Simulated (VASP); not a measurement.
# GaP (F-43m) in VASP: notebook

The runs below take GaP through single point, with PBE0(alpha).

Everything below comes from runs of VASP 6.6.1. Logs are shortened: lines on timing, memory, paths and dates and some standing lists are left out, and cuts for length are marked.

## (1) The crystal as given

It takes space group F-43m (No. 216, cubic). Conventional cell: a = 5.451 Å, b = 5.451 Å, c = 5.451 Å, α = 90.00°, β = 90.00°, γ = 90.00°. Around Ga (site symmetry -43m) lie 4 P at 2.36 Å. P (site symmetry -43m) has 4 Ga at 2.36 Å as nearest neighbours.

## (2) Single point, PBE0(alpha)

Contents of POSCAR:

```
GaP
1.0
    0.0000000000      2.7252500000      2.7252500000
    2.7252500000      0.0000000000      2.7252500000
    2.7252500000      2.7252500000      0.0000000000
Ga P
1 1
Direct
    0.0000000000      0.0000000000      0.0000000000
    0.7500000000      0.7500000000      0.7500000000
```

Contents of INCAR.step1:

```
PREC     = Accurate       # precision mode
ENCUT    = 520            # plane-wave cutoff, eV
EDIFF    = 1E-5           # SCF threshold, eV
ISMEAR   = -1             # smearing method
SIGMA    = 0.05           # smearing width, eV
LREAL    = False          # projectors in reciprocal space
LASPH    = True           # aspherical terms in the spheres
NELM     = 60             # most SCF steps
ALGO     = Normal         # electronic algorithm
ISIF     = 2              # what is computed and relaxed
LWAVE    = True           # write WAVECAR
LCHARG   = False          # write CHGCAR
NBANDS   = 16             # bands
GGA      = PE             # functional
```

Contents of INCAR.step2:

```
PREC     = Accurate       # precision mode
ENCUT    = 520            # plane-wave cutoff, eV
EDIFF    = 1E-6           # SCF threshold, eV
ISMEAR   = -1             # smearing method
SIGMA    = 0.05           # smearing width, eV
LREAL    = False          # projectors in reciprocal space
LASPH    = True           # aspherical terms in the spheres
NELM     = 60             # most SCF steps
ALGO     = Normal         # electronic algorithm
ISIF     = 2              # what is computed and relaxed
LWAVE    = False          # write WAVECAR
LCHARG   = False          # write CHGCAR
GGA      = PE             # functional
LHFCALC  = True           # exact exchange
AEXX     = 0.2            # exact-exchange fraction
PRECFOCK = Fast         
HFRCUT   = -1           
NBANDS   = 16             # bands
ISTART   = 1
```

Contents of KPOINTS:

```
Automatic mesh
0
Gamma
  4 4 4
```

Potentials or basis: VASP PAW PBE potentials, release 64 (Ga_d, P).

Run with:

```sh
> cat potpaw_PBE.64/Ga_d/POTCAR potpaw_PBE.64/P/POTCAR > POTCAR
> cp INCAR.step1 INCAR
> mpirun -np 1 vasp_std > vasp.out
> cp INCAR.step2 INCAR
> mpirun -np 1 vasp_std > vasp.out
```

OUTCAR:

```text
PREC = Accurate
   ENCUT = 520
   EDIFF = 1E-6
   ISMEAR = -1
   LREAL = False
   LASPH = True
   NELM = 60
   ISIF = 2
   GGA = PE
   LHFCALC = True
   AEXX = 0.2
   PRECFOCK = Fast
   ISTART = 1

 ion  position               nearest neighbor table
   1  0.000  0.000  0.000-   2 2.36   2 2.36   2 2.36   2 2.36
   2  0.750  0.750  0.750-   1 2.36   1 2.36   1 2.36   1 2.36

  LATTYP: Found a face centered cubic cell.
 ALAT       =     5.4505000000

  Lattice vectors:

 A1 = (   0.0000000000,   2.7252500000,   2.7252500000)
 A2 = (   2.7252500000,   0.0000000000,   2.7252500000)
 A3 = (   2.7252500000,   2.7252500000,   0.0000000000)

Analysis of symmetry for initial positions (statically):
=====================================================================
 Subroutine PRICEL returns:
 Original cell was already a primitive cell.

 Routine SETGRP: Setting up the symmetry group for a
 face centered cubic supercell.

 Subroutine GETGRP returns: Found 24 space group operations
 (whereof 24 operations were pure point group operations)
 out of a pool of 48 trial point group operations.

The static configuration has the point symmetry T_d .

Analysis of symmetry for dynamics (positions and initial velocities):
=====================================================================
 Subroutine PRICEL returns:
 Original cell was already a primitive cell.

 Routine SETGRP: Setting up the symmetry group for a
 face centered cubic supercell.

 Subroutine GETGRP returns: Found 24 space group operations
 (whereof 24 operations were pure point group operations)
 out of a pool of 48 trial point group operations.

The dynamic configuration has the point symmetry T_d .

 Subroutine INISYM returns: Found 24 space group operations
 (whereof 24 operations are pure point group operations),
 and found     1 'primitive' translations

----------------------------------------------------------------------------------------

                                     Primitive cell

  volume of cell :      40.4808

  direct lattice vectors                    reciprocal lattice vectors
[... 72 lines left out ...]
   EDIFFG = 0.1E-04   stopping-criterion for IOM
   NSW    =      0    number of steps for IOM
   IBRION =     -1    ionic relax: 0-MD 1-quasi-New 2-CG
   NFREE  =      0    steps in history (QN), initial steepest desc. (CG)
   ISIF   =      2    stress and relaxation
   ISYM   =      3    0-nonsym 1-usesym 2-fastsym
   POTIM  = 0.5000    time-step for ionic-motion
   TEBEG  =    0.0;   TEEND  =   0.0 temperature during run
   PSTRESS=    0.0 pullay stress
   NELECT =      18.0000    total number of electrons
   NUPDOWN=      -1.0000    fix difference up-down
   EMIN   =  10.00;   EMAX   =-10.00  energy-range for DOS
   EFERMI =   0.00;   METHOD = LEGACY
   ISMEAR =    -1;   SIGMA  =   0.05  broadening in eV -4-tet -1-fermi 0-gaus
   EFERMI_NEDOS =   21; number of points for ismear=-14 and -15
   IALGO  =     38    algorithm
   IMIX   =      1    mixing-type and parameters
     AMIX     =   0.40;   BMIX     =  1.00
     AMIX_MAG =   1.60;   BMIX_MAG =  1.00
  volume/ion in A,a.u.               =      20.24       136.59
  Fermi-wavevector in a.u.,A,eV,Ry     =   1.249538  2.361284 21.243377  1.561344
  Thomas-Fermi vector in A             =   2.383574
   LORBIT       =      0    0 simple, 1 ext, 2 COOP (PROOUT), +10 PAW based schemes
   GGA     = PE    functional components
   LHFCALC =     T    Hartree Fock is set to
   PRECFOCK=fast      Normal, Fast or Accurate (Low or Medium for compatibility)
   ENCUT4O =  -1.0   cutoff for four orbital integrals eV
   NKREDX  =     1    reduce k-point grid by
   NKREDY  =     1    reduce k-point grid by
   NKREDZ  =     1    reduce k-point grid by
   AEXX    =    0.2000 exact exchange contribution
   HFSCREEN=    0.0000 screening length (either q_TF or 0.3 A-1)
   HFSCREENC=   0.0000 screening length for correlation (either q_TF or 0.3 A-1)
   ENCUTFOCK=  -1.0 apply spherical cutoff to Coloumb kernel
   IVDW    =     0    specifies the selected vdW correction
   LEPSILON=     F    determine dielectric tensor
   LRPA    =     F    only Hartree local field effects (RPA)
 non-spin polarized calculation
  energy-cutoff  :      520.00
  volume of cell :       40.48
 maximum number of plane-waves:      1106
 NGX is ok and might be reduce to    30
  NGX = 16; NGY = 16; NGZ = 16

 number of electron      17.9999989 magnetization

 Free energy of the ion-electron system (eV)
  ---------------------------------------------------
  ext. energy  EPLUGINS =         0.00000000
  ---------------------------------------------------
  free energy    TOTEN  =       -11.03568076 eV

  energy without entropy =      -11.03568076  energy(sigma->0) =      -11.03568076

 E-fermi :   5.0989     XC(G=0):  -8.1670

 val. band max:        4.0397943797   @ k =   0.0000   0.0000   0.0000
 cond. band min:       6.7661019424   @ k =   0.5000   0.5000   0.0000
 fundamental gap:      2.7263075627
 Fermi energy:         5.0989303908

 k-point     1 :       0.0000    0.0000    0.0000
  band No.  band energies     occupation
      1     -12.5745      2.00000
      2     -12.5745      2.00000
      3     -12.5745      2.00000
      4     -12.4740      2.00000
      5     -12.4740      2.00000
      6      -9.5614      2.00000
[... 129 lines left out ...]
      3     -12.5180      2.00000
      4     -12.4892      2.00000
      5     -12.4663      2.00000
      6      -6.2708      2.00000
[... 8 lines left out ...]
     15      17.6608      0.00000
     16      19.5598      0.00000

------------------------ aborting loop because EDIFF is reached ----------------------------------------

  FORCE on cell =-STRESS in cart. coord.  units (eV):
  Direction    XX          YY          ZZ          XY          YZ          ZX
  --------------------------------------------------------------------------------------
  -------------------------------------------------------------------------------------
  Total        0.2782991      0.2782991      0.2782991      0.0000000      0.0000000      0.0000000
  in kB       11.0147184     11.0147184     11.0147184      0.0000000      0.0000000      0.0000000
  external PRESSURE =      11.0147184 kB  Pullay stress =       0.0000000 kB

 VOLUME and BASIS-vectors are now :
 -----------------------------------------------------------------------------
  energy-cutoff  :      520.00
  volume of cell :       40.48
      direct lattice vectors                 reciprocal lattice vectors
     0.000000000  2.725250000  2.725250000    -0.183469406  0.183469406  0.183469406
     2.725250000  0.000000000  2.725250000     0.183469406 -0.183469406  0.183469406
     2.725250000  2.725250000  0.000000000     0.183469406  0.183469406 -0.183469406

 POSITION                                       TOTAL-FORCE (eV/Angst)
 -----------------------------------------------------------------------------------
      0.00000      0.00000      0.00000        -0.000000     -0.000000      0.000000
      4.08788      4.08788      4.08788         0.000000      0.000000     -0.000000
 -----------------------------------------------------------------------------------
    total drift:                                0.000078      0.000076      0.000059

  FREE ENERGIE OF THE ION-ELECTRON SYSTEM (eV)
  ---------------------------------------------------
  free  energy   TOTEN  =       -11.0356807563 eV

  energy  without entropy=      -11.0356807562  energy(sigma->0) =      -11.03568076
```

OSZICAR.step1:

```text
N       E                     dE             d eps       ncg     rms          rms(c)
DAV:   1     0.746623470707E+02    0.74662E+02   -0.88761E+03   264   0.159E+03
DAV:   2    -0.379248603735E+01   -0.78455E+02   -0.75262E+02   312   0.292E+02
DAV:   3    -0.919375142928E+01   -0.54013E+01   -0.53878E+01   304   0.618E+01
DAV:   4    -0.927270551684E+01   -0.78954E-01   -0.78877E-01   336   0.817E+00
DAV:   5    -0.927427798814E+01   -0.15725E-02   -0.15724E-02   296   0.102E+00    0.428E+00
DAV:   6    -0.900494070304E+01    0.26934E+00   -0.40226E-01   400   0.108E+01    0.286E+00
DAV:   7    -0.897443237717E+01    0.30508E-01   -0.10543E-01   336   0.217E+00    0.115E+00
DAV:   8    -0.897536494349E+01   -0.93257E-03   -0.15590E-02   312   0.149E+00    0.209E-01
DAV:   9    -0.897590317344E+01   -0.53823E-03   -0.15345E-03   320   0.540E-01    0.836E-02
DAV:  10    -0.897599284042E+01   -0.89667E-04   -0.12567E-04   368   0.122E-01    0.412E-02
DAV:  11    -0.897607878786E+01   -0.85947E-04   -0.11483E-04   304   0.892E-02    0.492E-03
DAV:  12    -0.897607848157E+01    0.30629E-06   -0.28060E-06   208   0.227E-02
   1 F= -.89760785E+01 E0= -.89760785E+01  d E =-.187338E-07
```

Run time: 90 s. Hardware: 1 thread of Intel Xeon Platinum 8488C (Sapphire Rapids), shared host; peak memory 0.16 GiB.

Results:

```yaml
Free_energy: -11.0357 eV
Pressure: 1.1 GPa
Band_gap_on_the_k_mesh: 2.73 eV, indirect (least direct gap 3.19 eV)
```

Caveat: the k mesh is coarse (spacing up to 0.50 Å⁻¹), so the values aren't converged, least of all with exact exchange; the PAW data sets were made with another functional, which shifts forces and pressure a little. A k mesh can miss the band edges.

## (3) Single point, PBE0(alpha)

POSCAR is that of step 2.

INCAR.step1 is that of step 2.

Changes to INCAR.step2 since step 2:

```diff
@@ -14,3 +14,3 @@
 LHFCALC  = True           # exact exchange
-AEXX     = 0.2            # exact-exchange fraction
+AEXX     = 0.25           # exact-exchange fraction
 PRECFOCK = Fast
```

KPOINTS is that of step 2.

Potentials or basis: VASP PAW PBE potentials, release 64 (Ga_d, P).

Run with:

```sh
> cat potpaw_PBE.64/Ga_d/POTCAR potpaw_PBE.64/P/POTCAR > POTCAR
> cp INCAR.step1 INCAR
> mpirun -np 1 vasp_std > vasp.out
> cp INCAR.step2 INCAR
> mpirun -np 1 vasp_std > vasp.out
```

Wall time 94 s (1 thread of Intel Xeon Platinum 8488C (Sapphire Rapids), shared host); peak memory 0.16 GiB.

The run converged. Its results:

| Property | Result |
| --- | --- |
| Free energy | -11.5653 eV |
| Pressure | 0.7 GPa |
| Band gap on the k mesh | 3.01 eV, indirect (least direct gap 3.55 eV) |

Levels at points of the mesh, in eV from the valence-band top:
| k point | band 6 | band 7 | band 8 | band 9 | band 10 | band 11 | band 12 | band 13 |
| --- | --- | --- | --- | --- | --- | --- | --- | --- |
| (0.00, 0.00, 0.00) | -13.87 | 0.00 | 0.00 | 0.00 | 3.55 | 5.50 | 5.50 | 5.50 |
| (0.50, 0.00, 0.00) | -11.62 | -7.31 | -1.23 | -1.23 | 3.24 | 6.35 | 6.35 | 9.99 |
| (0.50, 0.50, 0.00) | -10.63 | -7.40 | -2.96 | -2.96 | 3.01 | 3.29 | 12.83 | 12.83 |

Caveat: the k mesh is coarse (spacing up to 0.50 Å⁻¹), so the values aren't converged, least of all with exact exchange; the PAW data sets were made with another functional, which shifts forces and pressure a little. A k mesh can miss the band edges.

## (4) Single point, PBE0(alpha)

POSCAR is that of step 3.

INCAR.step1 is that of step 3.

Changes to INCAR.step2 since step 3:

```diff
@@ -14,3 +14,3 @@
 LHFCALC  = True           # exact exchange
-AEXX     = 0.25           # exact-exchange fraction
+AEXX     = 0.3            # exact-exchange fraction
 PRECFOCK = Fast
```

KPOINTS is that of step 3.

Run with:

```sh
> cat potpaw_PBE.64/Ga_d/POTCAR potpaw_PBE.64/P/POTCAR > POTCAR
> cp INCAR.step1 INCAR
> mpirun -np 1 vasp_std > vasp.out
> cp INCAR.step2 INCAR
> mpirun -np 1 vasp_std > vasp.out
```

Wall time 82 s (1 thread of Intel Xeon Platinum 8488C (Sapphire Rapids), shared host); peak memory 0.16 GiB.

It converged, with:

```yaml
Free_energy: -12.1006 eV
Pressure: 0.2 GPa
Band_gap_on_the_k_mesh: 3.29 eV, indirect (least direct gap 3.91 eV)
```

Levels at points of the mesh, in eV from the valence-band top:
| k point | band 6 | band 7 | band 8 | band 9 | band 10 | band 11 | band 12 | band 13 |
| --- | --- | --- | --- | --- | --- | --- | --- | --- |
| (0.00, 0.00, 0.00) | -14.13 | 0.00 | 0.00 | 0.00 | 3.91 | 5.83 | 5.83 | 5.83 |
| (0.50, 0.00, 0.00) | -11.85 | -7.43 | -1.25 | -1.25 | 3.57 | 6.69 | 6.69 | 10.34 |
| (0.50, 0.50, 0.00) | -10.85 | -7.52 | -3.01 | -3.01 | 3.29 | 3.60 | 13.29 | 13.29 |

Caveat: the k mesh is coarse (spacing up to 0.50 Å⁻¹), so the values aren't converged, least of all with exact exchange; the PAW data sets were made with another functional, which shifts forces and pressure a little.

## (5) Single point, PBE0(alpha)

POSCAR is that of step 4.

INCAR.step1 is that of step 4.

Changes to INCAR.step2 since step 4:

```diff
@@ -14,3 +14,3 @@
 LHFCALC  = True           # exact exchange
-AEXX     = 0.3            # exact-exchange fraction
+AEXX     = 0.4            # exact-exchange fraction
 PRECFOCK = Fast
```

KPOINTS is that of step 4.

Run with:

```sh
> cat potpaw_PBE.64/Ga_d/POTCAR potpaw_PBE.64/P/POTCAR > POTCAR
> cp INCAR.step1 INCAR
> mpirun -np 1 vasp_std > vasp.out
> cp INCAR.step2 INCAR
> mpirun -np 1 vasp_std > vasp.out
```

Run time: 1.9 min. Hardware: 1 thread of Intel Xeon Platinum 8488C (Sapphire Rapids), shared host; peak memory 0.16 GiB.

It converged, with:

```yaml
Free_energy: -13.1878 eV
Pressure: -0.6 GPa
Band_gap_on_the_k_mesh: 3.87 eV, indirect (least direct gap 4.64 eV)
```

Levels at points of the mesh, in eV from the valence-band top:
```csv
k point,band 6,band 7,band 8,band 9,band 10,band 11,band 12,band 13
"(0.00, 0.00, 0.00)",-14.66,0.00,0.00,0.00,4.64,6.51,6.51,6.51
"(0.50, 0.00, 0.00)",-12.30,-7.67,-1.29,-1.29,4.23,7.38,7.38,11.04
"(0.50, 0.50, 0.00)",-11.27,-7.75,-3.11,-3.11,3.87,4.22,14.20,14.20
```

Caveat: the k mesh is coarse (spacing up to 0.50 Å⁻¹), so the values aren't converged, least of all with exact exchange; the PAW data sets were made with another functional, which shifts forces and pressure a little. A k mesh can miss the band edges.

(Continued in part 2 of 2.)
